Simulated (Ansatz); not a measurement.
ZrSe2, CdI2 type at its r2SCAN+rVV10 geometry, run in Ansatz 0.2.0 at 2 levels of theory. No spin polarisation and no zero-point or thermal motion.

The r2SCAN input:
```yaml
crystal:
  lattice:
    - [3.7881123247, 0.0, 0.0]
    - [-1.8940561623, 3.2806015056, 0.0]
    - [0.0, 0.0, 6.1800627135]
  atoms:
    - { symbol: Zr, position: [0.0, 0.0, 0.0] }
    - { symbol: Se, position: [0.3333333333, 0.6666666667, 0.2538098215] }
    - { symbol: Se, position: [0.6666666667, 0.3333333333, 0.7461901785] }
kpoints:
  mp_grid: { grid: [12, 12, 4] }
  band_path:
    path:
      - [0.0, 0.0, 0.0]
      - [0.5, 0.0, 0.0]
      - [0.3333333333, 0.3333333333, 0.0]
      - [0.0, 0.0, 0.5]
      - [0.5, 0.0, 0.5]
      - [0.3333333333, 0.3333333333, 0.5]
      - [-0.046875, 0.020833, 0.0]
      - [0.0, 0.5, 0.5]
    npoints: 1
hamiltonian:
  xc: r2scan
scf:
  occupations: { method: fixed }
  n_extra_bands: 4
output:
  forces: true
  stress: true
  eigenvalues: true
  write_density: true
  write_potential: true
  elf: true
  volumetric_format: npy
```

Main results, then, where recorded, the levels near the gap in eV from the Fermi energy (columns number the bands from 0), one row a point of the path (Γ, M, K, A, L, H, (-0.047, 0.021, 0), L):
```
Crystal: 3 atoms, lattice volume = 76.801 Å³
Symmetry: 12 space group operations
Space group: P-3m1 (ITA 164)
```
```
Basis set: ecut = 500 eV, 1943 PW (Γ)
k-points: 69 of 576
SCF converged after 7 iterations
Free energy (F): -15156.008409 eV
Fermi energy:    8.594113 eV
--- Forces (eV/Å), atoms counted from 1 ---
  atom   1  Zr      0.00000      0.00000      0.00000
  atom   2  Se      0.00000      0.00000    -0.03478
  atom   3  Se      0.00000      0.00000      0.03478
--- Stress (GPa, compression-positive) ---
        0.929808       0.000000       0.000000
        0.000000       0.929808       0.000000
        0.000000       0.000000       0.946759
  P = ⅓ Tr σ = 0.9355 GPa (9.355 kbar)
```
```tsv
band_19	band_20	band_21	band_22	band_23	band_24
-0.061	-0.061	0.000	1.348	1.348	1.855
-2.579	-2.246	-1.420	0.807	2.874	3.273
-2.387	-2.387	-1.814	2.078	2.915	2.915
-2.155	-0.245	-0.245	1.320	1.320	2.301
-2.624	-1.076	-1.019	0.610	2.866	3.250
-2.474	-2.101	-2.101	2.141	2.506	2.506
-0.218	-0.133	0.001	1.394	1.414	1.878
-2.624	-1.076	-1.019	0.610	2.866	3.250
```

With r2SCAN the valence top lies at k = (-0.047, 0.021, 0) and the conduction bottom at L, 0.61 eV higher; the smallest vertical gap, at Γ, is 1.35 eV.

PBE0. Against the first input these blocks differ (the band path and keys that only write files left aside):
```yaml
kpoints:
  mp_grid: { grid: [6, 6, 4] }
hamiltonian:
  xc: pbe0
```

```
Basis set: ecut = 420 eV, 1521 PW (Γ)
k-points: 24 of 144
hybrid outer 1: dexx = +2.690e-2 eV, tail = 1.61e-4 eV
hybrid outer 2: dexx = +5.288e-6 eV, tail = 9.43e-8 eV, Δε = 2.35e-3 eV, ΔF = 1.24e-2 eV/Å
hybrid outer 3: dexx = +9.727e-10 eV, tail = 5.37e-10 eV, Δε = 5.32e-5 eV, ΔF = 2.22e-4 eV/Å
hybrid SCF converged: 3 outer / 17 inner (+5 warm-up)
Free energy (F): -15131.224244 eV
Fermi energy:    8.088504 eV
--- Forces (eV/Å), atoms counted from 1 ---
  atom   1  Zr      0.00000      0.00000      0.00000
  atom   2  Se      0.00000      0.00000    -0.13106
  atom   3  Se      0.00000      0.00000      0.13106
--- Stress (GPa, compression-positive) ---
        0.167237       0.000000       0.000000
        0.000000       0.167237       0.000000
        0.000000       0.000000       0.650215
  P = ⅓ Tr σ = 0.3282 GPa (3.282 kbar)
```
```tsv
band_19	band_20	band_21	band_22	band_23	band_24
-0.040	-0.040	0.000	2.445	2.445	2.987
-2.856	-2.515	-1.577	1.809	4.162	4.566
-2.674	-2.674	-2.090	3.242	4.181	4.181
-2.395	-0.239	-0.239	2.414	2.414	3.430
-2.915	-1.207	-1.153	1.600	4.146	4.549
-2.799	-2.319	-2.319	3.329	3.721	3.721
-0.209	-0.110	0.001	2.486	2.512	3.012
-2.915	-1.207	-1.153	1.600	4.146	4.549
```

The PBE0 gap is indirect, 1.60 eV (k = (-0.047, 0.021, 0) to L), below the direct gap of 2.45 eV at Γ. The mean pressure at these positions is +0.3 GPa, compression counted positive. (The program warns that its thresholds are loose for a hybrid's stress.)

Small level splittings and stresses of the hybrids carry the error of their coarser meshes.

Totals of different functionals can't be compared.

Spin-orbit coupling is left out.

The meshes of the hybrids are coarse, so their gaps aren't converged to the digits shown.
